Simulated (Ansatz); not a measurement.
Q: Write an Ansatz input for a single-point calculation of Re with PBE (scalar-relativistic), a cutoff of 420 eV (density cutoff 4 times that), a Γ-centred 18×18×18 mesh and Gaussian smearing of 0.05 eV, without spin polarisation. Forces, stress and eigenvalues are wanted. The structure:
```
CELL_PARAMETERS angstrom
0.0000000000 1.9444197246 1.9444197246
1.9444197246 0.0000000000 1.9444197246
1.9444197246 1.9444197246 0.0000000000
ATOMIC_POSITIONS crystal
Re 0.0000000000 0.0000000000 0.0000000000
```

A: 
```yaml
crystal:
  lattice:
    - [0.0, 1.9444197246, 1.9444197246]
    - [1.9444197246, 0.0, 1.9444197246]
    - [1.9444197246, 1.9444197246, 0.0]
  atoms:
    - { symbol: Re, position: [0.0, 0.0, 0.0] }
basis:
  ecutwfc: 420
  ecutrho_ratio: 4
kpoints:
  mp_grid: { grid: [18, 18, 18] }
hamiltonian:
  xc: pbe
scf:
  occupations: { method: gaussian, width: 0.05 }
output:
  forces: true
  stress: true
  eigenvalues: true
```

Run as written, it has 15 valence electrons, 283 plane waves at Γ, 48 symmetry operations and 195 irreducible k-points; it took 6 SCF iterations in all. 

At room temperature and ambient pressure Re is hcp.
